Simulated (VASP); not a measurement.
Input of a VASP 6.6.1 run:

Contents of INCAR:

```
SYSTEM = GaSb
PREC = Accurate
ENCUT = 350
EDIFF = 1E-7
ISMEAR = 0
SIGMA = 0.02
LREAL = .FALSE.
LASPH = .TRUE.
NELM = 80
ALGO = Fast
ISIF = 3
LWAVE = .FALSE.
LCHARG = .FALSE.
GGA = PE
IBRION = 2
NSW = 80
EDIFFG = -0.002
```

KPOINTS

```
Automatic mesh
0
G
  10 10 10
  0 0 0
```

The input POSCAR:

```
GaSb                                    
1.0
    0.0000000000      3.1068292546      3.1068292546
    3.1068292546      0.0000000000      3.1068292546
    3.1068292546      3.1068292546      0.0000000000
  Ga              Sb            
     1     1
Direct
     0.0000000000000000    1.0000000000000000    0.0000000000000000
     0.2500000000000000    0.2500000000000000    0.2500000000000000
```

Potentials or basis: VASP PAW PBE potentials, release 64 (Ga_d, Sb).

The run is started by

```bash
$ cat potpaw_PBE.64/Ga_d/POTCAR potpaw_PBE.64/Sb/POTCAR > POTCAR
$ mpirun -np 1 vasp_std > vasp.out
```

(1) Estimate the space group after relaxing (to 0.05 Å).

(2) Predict the band gap on the k mesh.

Answers

(1) F-43m (No. 216).

(2) none (metal or under the smearing width).

Caveat: this crystal is a semiconductor, whose small gap the functional closes, so the metal is an error of the method.
